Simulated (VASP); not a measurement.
# Hf (Im-3m) in VASP: further runs

One crystal, Hf, is run at these levels: PBEsol; tasks: relaxation of cell and atoms.

All numbers are computed with VASP 6.6.1; they aren't measurements. Logs are shortened: lines on timing, memory, paths and dates and some standing lists are left out, and cuts for length are marked.

### 1 The structure

The structure is cubic, space group Im-3m (No. 229). Conventional cell: a = 3.495 Å, b = 3.495 Å, c = 3.495 Å, α = 90.00°, β = 90.00°, γ = 90.00°. Around Hf (site symmetry m-3m) lie 8 Hf at 3.03 Å.

This isn't the form of Hf at room conditions, which is hcp.

### 2 Relaxation of cell and atoms, PBEsol, target pressure 0.0001 GPa, at which the enthalpy is minimised

The input, INCAR:

```
PREC = Accurate
ENCUT = 520
EDIFF = 1E-7
ISMEAR = 0
SIGMA = 0.1
LREAL = False
LASPH = True
NELM = 100
ALGO = Normal
ISIF = 3
LWAVE = False
LCHARG = False
GGA = PS
IBRION = 2
NSW = 80
EDIFFG = -0.002
PSTRESS = 0.001
```

The input, KPOINTS:

```
Automatic mesh
0
Gamma
  4 4 4
```

The input, POSCAR:

```
Hf                                      
1.0
   -1.7475565236      1.7475565236      1.7475565236
    1.7475565236     -1.7475565236      1.7475565236
    1.7475565236      1.7475565236     -1.7475565236
  Hf            
     1
Direct
     0.0000000000000000    0.0000000000000000    0.0000000000000000
```

Potentials or basis: VASP PAW PBE potentials, release 64 (Hf_pv).

Launch:

```bash
$ cat potpaw_PBE.64/Hf_pv/POTCAR > POTCAR
$ mpirun -np 1 vasp_std > vasp.out
```

OUTCAR:

```text
PREC = Accurate
   ENCUT = 520
   EDIFF = 1E-7
   ISMEAR = 0
   LREAL = False
   LASPH = True
   NELM = 100
   ISIF = 3
   GGA = PS
   IBRION = 2
   NSW = 80
   EDIFFG = -0.002
   PSTRESS = 0.001

 ion  position               nearest neighbor table
   1  0.000  0.000  0.000-

  LATTYP: Found a body centered cubic cell.
 ALAT       =     3.4951130472

  Lattice vectors:

 A1 = (  -1.7475565236,   1.7475565236,   1.7475565236)
 A2 = (   1.7475565236,  -1.7475565236,   1.7475565236)
 A3 = (   1.7475565236,   1.7475565236,  -1.7475565236)

Analysis of symmetry for initial positions (statically):
=====================================================================
 Subroutine PRICEL returns:
 Original cell was already a primitive cell.

 Routine SETGRP: Setting up the symmetry group for a
 body centered cubic supercell.

 Subroutine GETGRP returns: Found 48 space group operations
 (whereof 48 operations were pure point group operations)
 out of a pool of 48 trial point group operations.

The static configuration has the point symmetry O_h .

Analysis of symmetry for dynamics (positions and initial velocities):
=====================================================================
 Subroutine PRICEL returns:
 Original cell was already a primitive cell.

 Routine SETGRP: Setting up the symmetry group for a
 body centered cubic supercell.

 Subroutine GETGRP returns: Found 48 space group operations
 (whereof 48 operations were pure point group operations)
 out of a pool of 48 trial point group operations.

The dynamic configuration has the point symmetry O_h .

 Subroutine INISYM returns: Found 48 space group operations
 (whereof 48 operations are pure point group operations),
 and found     1 'primitive' translations

----------------------------------------------------------------------------------------

                                     Primitive cell

  volume of cell :      21.3478

  direct lattice vectors                    reciprocal lattice vectors
    -1.747556524  1.747556524  1.747556524     0.000000000  0.286113778  0.286113778
     1.747556524 -1.747556524  1.747556524     0.286113778  0.000000000  0.286113778
     1.747556524  1.747556524 -1.747556524     0.286113778  0.286113778  0.000000000
[... 69 lines left out ...]
   IBRION =      2    ionic relax: 0-MD 1-quasi-New 2-CG
   NFREE  =      1    steps in history (QN), initial steepest desc. (CG)
   ISIF   =      3    stress and relaxation
   ISYM   =      2    0-nonsym 1-usesym 2-fastsym
   POTIM  = 0.5000    time-step for ionic-motion
   TEBEG  =    0.0;   TEEND  =   0.0 temperature during run
   PSTRESS=    0.0 pullay stress
   NELECT =      10.0000    total number of electrons
   NUPDOWN=      -1.0000    fix difference up-down
   EMIN   =  10.00;   EMAX   =-10.00  energy-range for DOS
   EFERMI =   0.00;   METHOD = LEGACY
   ISMEAR =     0;   SIGMA  =   0.10  broadening in eV -4-tet -1-fermi 0-gaus
   EFERMI_NEDOS =   21; number of points for ismear=-14 and -15
   IALGO  =     38    algorithm
   IMIX   =      4    mixing-type and parameters
     AMIX     =   0.40;   BMIX     =  1.00
     AMIX_MAG =   1.60;   BMIX_MAG =  1.00
  volume/ion in A,a.u.               =      21.35       144.06
  Fermi-wavevector in a.u.,A,eV,Ry     =   1.271424  2.402642 21.994062  1.616518
  Thomas-Fermi vector in A             =   2.404357
   LORBIT       =      0    0 simple, 1 ext, 2 COOP (PROOUT), +10 PAW based schemes
   GGA     = PS    functional components
   LHFCALC =     F    Hartree Fock is set to
   AEXX    =    0.0000 exact exchange contribution
   IVDW    =     0    specifies the selected vdW correction
   LEPSILON=     F    determine dielectric tensor
   LRPA    =     F    only Hartree local field effects (RPA)
 conjugate gradient relaxation of ions
 non-spin polarized calculation
 Gauss-broadening in eV      SIGMA  =   0.10
  energy-cutoff  :      520.00
  volume of cell :       21.35
 maximum number of plane-waves:       603
 NGX is ok and might be reduce to    24
   NGX = 11   NGY = 11   NGZ = 11

 number of electron      10.0000000 magnetization

 number of electron       9.9999998 magnetization

 Free energy of the ion-electron system (eV)
  ---------------------------------------------------
  ext. energy  EPLUGINS =         0.00000000
  ---------------------------------------------------
  free energy    TOTEN  =       -10.37679088 eV

  energy without entropy =      -10.35510121  energy(sigma->0) =      -10.36594605

 E-fermi :   4.6987     XC(G=0): -11.6124

 val. band max:        4.5523916249   @ k =  -0.2500   0.2500   0.2500
 cond. band min:       4.7051977034   @ k =   0.2500   0.2500   0.0000
 fundamental gap:      0.1528060785
 Fermi energy:         4.6986580747

 k-point     1 :       0.0000    0.0000    0.0000
  band No.  band energies     occupation
      1     -24.9233      2.00000
      2     -24.9233      2.00000
      3     -24.9233      2.00000
      4      -2.4576      2.00000
      5       6.2452      0.00000
      6       6.2452      0.00000
      7       6.2452      0.00000
      8       9.1878      0.00000
      9       9.1878      0.00000
[... 73 lines left out ...]
 k-point     8 :       0.5000    0.5000    0.5000
  band No.  band energies     occupation
      1     -25.5914      2.00000
      2     -25.5914      2.00000
      3     -25.5914      2.00000
      4       1.9520      2.00000
      5       1.9520      2.00000
      6      11.8315      0.00000
      7      11.8315      0.00000
      8      11.8315      0.00000
      9      12.3391      0.00000

------------------------ aborting loop because EDIFF is reached ----------------------------------------

  FORCE on cell =-STRESS in cart. coord.  units (eV):
  Direction    XX          YY          ZZ          XY          YZ          ZX
  --------------------------------------------------------------------------------------
  -------------------------------------------------------------------------------------
  Total        0.0014063      0.0014063      0.0014063     -0.0000000     -0.0000000     -0.0000000
  in kB        0.1055410      0.1055410      0.1055410     -0.0000000     -0.0000000     -0.0000000
  external PRESSURE =       0.1045410 kB  Pullay stress =       0.0010000 kB

 VOLUME and BASIS-vectors are now :
 -----------------------------------------------------------------------------
  energy-cutoff  :      520.00
  volume of cell :       21.35
      direct lattice vectors                 reciprocal lattice vectors
    -1.747556524  1.747556524  1.747556524     0.000000000  0.286113778  0.286113778
     1.747556524 -1.747556524  1.747556524     0.286113778  0.000000000  0.286113778
     1.747556524  1.747556524 -1.747556524     0.286113778  0.286113778  0.000000000

 POSITION                                       TOTAL-FORCE (eV/Angst)
 -----------------------------------------------------------------------------------
      0.00000      0.00000      0.00000         0.000000     -0.000000      0.000000
 -----------------------------------------------------------------------------------
    total drift:                                0.000000      0.000000      0.000000

  FREE ENERGIE OF THE ION-ELECTRON SYSTEM (eV)
  ---------------------------------------------------
  free  energy   TOTEN  =       -10.3767908814 eV

  energy  without entropy=      -10.3551012137  energy(sigma->0) =      -10.36594605

  enthalpy is  TOTEN    =       -10.3767775571 eV   P V=        0.0000133243

 reached required accuracy - stopping structural energy minimisation
```

Wall time 3.1 s (1 thread of AMD EPYC 7R13 (Zen 3), shared host); peak memory 0.11 GiB.

Results:

```
Free energy             : -10.3768 eV
Pressure after relaxing : 0.0 GPa
Band gap on the k mesh  : none (metal or under the smearing width)
```

Final structure:
```
Hf
1.0
    -1.74756    1.74756    1.74756
     1.74756   -1.74756    1.74756
     1.74756    1.74756   -1.74756
Hf
1
Cartesian
  0.0000 0.0000 0.0000
```

Caveat: the k mesh is coarse (spacing up to 0.64 Å⁻¹), so the values aren't converged; the relaxation stopped at its first step, so nothing moved; the cell is relaxed towards a set pressure, so the enthalpy falls and the energy may rise; the PAW data sets were made with another functional, which shifts forces and pressure a little.

### 3 Relaxation of cell and atoms, PBEsol, target pressure 100 GPa, at which the enthalpy is minimised

This run uses another cell than the first one, of 14.48 Å³/atom, 0.678 times its volume.

Changes to INCAR since step 2:

```diff
@@ -16,2 +16,2 @@
 EDIFFG = -0.002
-PSTRESS = 0.001
+PSTRESS = 1000
```

KPOINTS is that of step 2.

The input, POSCAR:

```
Hf                                      
1.0
   -1.5352967650      1.5352967650      1.5352967650
    1.5352967650     -1.5352967650      1.5352967650
    1.5352967650      1.5352967650     -1.5352967650
  Hf            
     1
Direct
     0.0000000000000000    0.0000000000000000    0.0000000000000000
```

Potentials or basis: VASP PAW PBE potentials, release 64 (Hf_pv).

Launch:

```bash
$ cat potpaw_PBE.64/Hf_pv/POTCAR > POTCAR
$ mpirun -np 1 vasp_std > vasp.out
```

Run time: 7.5 s. Hardware: 1 thread of AMD EPYC 7R13 (Zen 3), shared host; peak memory 0.1 GiB.

Results (log left out):

```
Free energy                                            : -8.5934 eV
Relaxed volume                                         : 13.49 Å³/atom
Relaxed cell                                           : a = 2.598 Å, b = 2.598 Å, c = 2.598 Å, α = 109.47°, β = 109.47°, γ = 109.47°
Space group after relaxing (to 0.05 Å)                 : Im-3m (No. 229)
Energy change on relaxing (the enthalpy is what falls) : +530.1 meV/atom
Ionic steps                                            : 5
Pressure after relaxing                                : 100.0 GPa
Band gap on the k mesh                                 : none (metal or under the smearing width)
```

The path:
```tsv
step	energy change (eV)	largest force (eV/Å)	pressure (GPa)	volume (Å³)
1	0.0000	0.0000	74.98	14.48
2	4.0805	0.0000	284.16	10.24
3	0.4543	0.0000	96.22	13.62
4	0.5142	0.0000	99.21	13.52
5	0.5301	0.0000	99.99	13.49
```

Final structure:
```
Hf
1.0
    -1.49980    1.49980    1.49980
     1.49980   -1.49980    1.49980
     1.49980    1.49980   -1.49980
Hf
1
Direct
  0.00000 0.00000 0.00000
```

Levels at points of the mesh, in eV from the Fermi level:
| k point | band 3 | band 4 | band 5 | band 6 | band 7 | band 8 |
| --- | --- | --- | --- | --- | --- | --- |
| (0.00, 0.00, 0.00) | -27.67 | -7.95 | 1.77 | 1.77 | 1.77 | 6.30 |
| (0.50, 0.00, 0.00) | -27.74 | -5.27 | -1.84 | 4.99 | 6.72 | 8.28 |
| (0.50, 0.50, 0.50) | -30.10 | -5.51 | -5.51 | 11.52 | 11.52 | 11.52 |

Caveat: the k mesh is coarse (spacing up to 0.72 Å⁻¹), so the values aren't converged; the cell is relaxed towards a set pressure, so the enthalpy falls and the energy may rise; the PAW data sets were made with another functional, which shifts forces and pressure a little. The run has no spin-orbit coupling, so splittings on Hf are missing.

### 4 Relaxation of cell and atoms, PBEsol, target pressure 100 GPa, at which the enthalpy is minimised

This run uses another cell than the first one, of 13.49 Å³/atom, 0.632 times its volume.

INCAR is that of step 3.

KPOINTS is that of step 3.

The input, POSCAR:

```
Hf                                      
1.0
   -1.4998034729      1.4998034729      1.4998034729
    1.4998034729     -1.4998034729      1.4998034729
    1.4998034729      1.4998034729     -1.4998034729
  Hf            
     1
Direct
     0.0000000000000000    0.0000000000000000    0.0000000000000000
```

Launch:

```bash
$ cat potpaw_PBE.64/Hf_pv/POTCAR > POTCAR
$ mpirun -np 1 vasp_std > vasp.out
```

Run time: 3 s. Hardware: 1 thread of AMD EPYC 7R13 (Zen 3), shared host; peak memory 0.09 GiB.

It converged, with:

| Quantity | Value |
| --- | --- |
| Free energy | -8.5932 eV |
| Pressure after relaxing | 100.0 GPa |
| Band gap on the k mesh | none (metal or under the smearing width) |

Final structure:
```
Hf
1.0
    -1.49980    1.49980    1.49980
     1.49980   -1.49980    1.49980
     1.49980    1.49980   -1.49980
Hf
1
Direct
  0.00000 0.00000 0.00000
```

Levels at points of the mesh, in eV from the Fermi level:
| k point | band 3 | band 4 | band 5 | band 6 | band 7 | band 8 |
| --- | --- | --- | --- | --- | --- | --- |
| (0.00, 0.00, 0.00) | -27.67 | -7.95 | 1.77 | 1.77 | 1.77 | 6.30 |
| (0.50, 0.00, 0.00) | -27.74 | -5.27 | -1.84 | 4.99 | 6.72 | 8.28 |
| (0.50, 0.50, 0.50) | -30.10 | -5.51 | -5.51 | 11.52 | 11.52 | 11.52 |

Caveat: the k mesh is coarse (spacing up to 0.74 Å⁻¹), so the values aren't converged; the relaxation stopped at its first step, so nothing moved; the cell is relaxed towards a set pressure, so the enthalpy falls and the energy may rise; the PAW data sets were made with another functional, which shifts forces and pressure a little. Spin-orbit coupling is left out, which matters for the levels of Hf.
